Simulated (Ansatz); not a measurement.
## GaN (F-43m), a vibration from a frozen displacement

Method: DFT PBE, scalar-relativistic, plane waves, PAW (Ansatz). Cutoff 420 eV, Γ-centred 6×6×6 k-points, Gaussian smearing of 0.05 eV. No spin polarisation. Energies are free energies at this smearing, counted from the undisturbed cell; pressure is positive in compression.

The undisturbed cell (relaxed at this level; this zinc-blende form isn't the usual structure):

```
CELL_PARAMETERS angstrom
4.54848 0.00000 0.00000
0.00000 -4.54848 0.00000
0.00000 0.00000 -4.54848
ATOMIC_POSITIONS crystal
Ga 0.00000 0.00000 0.00000
Ga 0.50000 0.50000 0.00000
Ga 0.50000 0.00000 0.50000
Ga 0.00000 0.50000 0.50000
N 0.75000 0.75000 0.75000
N 0.25000 0.25000 0.75000
N 0.25000 0.75000 0.25000
N 0.75000 0.25000 0.25000
```

Atom 5 (N) is moved by x along the Cartesian unit vector (-0.707, 0.707, 0.000); the cell and all other atoms stay fixed. The cell's volume is 94.10 Å³; the moved atoms weigh 14.007 u together and the others 320.913 u. Some rows repeat others by symmetry and weren't run.

| x (Å) | ΔE (meV/cell) | total force on the moved atoms along the move (eV/Å) | pressure (GPa) |
| --- | --- | --- | --- |
| -0.2000 | 336.46 | 3.4558 | 1.1744 |
| -0.1800 | 271.12 | 3.0792 | 0.9482 |
| -0.1600 | 213.22 | 2.7123 | 0.7473 |
| -0.1400 | 162.57 | 2.3541 | 0.5714 |
| -0.1200 | 119.01 | 2.0034 | 0.4199 |
| -0.1000 | 82.39 | 1.6593 | 0.2924 |
| -0.0800 | 52.60 | 1.3209 | 0.1886 |
| -0.0600 | 29.53 | 0.9867 | 0.1082 |
| -0.0400 | 13.10 | 0.6559 | 0.0509 |
| 0.0000 | 0.00 | 0.0000 | 0.0052 |
| 0.0400 | 13.10 | -0.6559 | 0.0509 |
| 0.0600 | 29.53 | -0.9867 | 0.1082 |
| 0.0800 | 52.60 | -1.3209 | 0.1886 |
| 0.1000 | 82.39 | -1.6593 | 0.2924 |
| 0.1200 | 119.01 | -2.0034 | 0.4199 |
| 0.1400 | 162.57 | -2.3541 | 0.5714 |
| 0.1600 | 213.22 | -2.7123 | 0.7473 |
| 0.1800 | 271.12 | -3.0792 | 0.9482 |
| 0.2000 | 336.46 | -3.4558 | 1.1744 |

Q: What frequency belongs to this motion?

A: The force constant is k = −dF/dx = 16.398 eV/Å², from the parabola through x = -0.0400, 0 and 0.0400. In every cell the moved atoms swing against the rest, so the mass is μ = m₁m₂/(m₁ + m₂) = 13.421 u, and ν̃ = 521.5 cm⁻¹ × √(|k|/μ) = 576 cm⁻¹. The pattern needn't be a normal mode: ν̃² is then a weighted mean of the squared nonzero frequencies at the zone centre of this cell, taken without macroscopic field, so it lies between the lowest and the highest of them.

Q: How far does the harmonic law reach?

A: At x = -0.200 Å, kx²/2 = 327.96 meV against the computed 336.46 meV (+2.6 %): the well is still close to harmonic there.

Q: The pressure changes with x². What does that say about the frequency under compression?

A: With E = k(V)x²/2, k ∝ V^(−2γ) and x scaling with the cell as V^(1/3), P − P0 = −∂E/∂V = (2γ − 2/3) ΔE/V. At x = 0.0600 Å, V(P − P0) = 94.10 × 0.10301 / 160.2 eV = 60.50 meV and ΔE = 29.53 meV, so γ = 1/3 + V(P − P0)/(2ΔE) = 1.36. This is the Grüneisen parameter of the motion under uniform scaling of the cell: shrinking the cell evenly by 1 % in volume raises the frequency by about 1.36 %.

Cost: 10 runs of about 1.7 core-minutes in all, on Intel Xeon 6975P-C (Granite Rapids) (shared hosts).

The nitrogen atom sits in a stiff, slightly hardening well, as expected for short, strongly polar covalent Ga–N bonds. The chosen direction lies mainly along two of its four bonds, shortening one and lengthening the other, while the other two are perpendicular to it and mostly bend. A mirror plane makes the two senses of motion equivalent, so odd terms cancel and the leading anharmonicity is quartic. The symmetric curve therefore doesn't show that cubic anharmonicity is weak in the crystal; a displacement along a single bond would expose it.

The same asymmetry of the bond potential probably explains the pressure: repulsion in the shortened bond outgrows the loss in the stretched one, so the displaced lattice pushes outward and the motion stiffens on compression.

Moving one nitrogen of four mixes zone-centre and folded zone-boundary phonons of the primitive cell. Because nitrogen is much lighter than gallium, optical branches should dominate, but 576 cm⁻¹ shouldn't be identified with the Raman transverse optical line, nor 1.36 with that line's Grüneisen parameter.
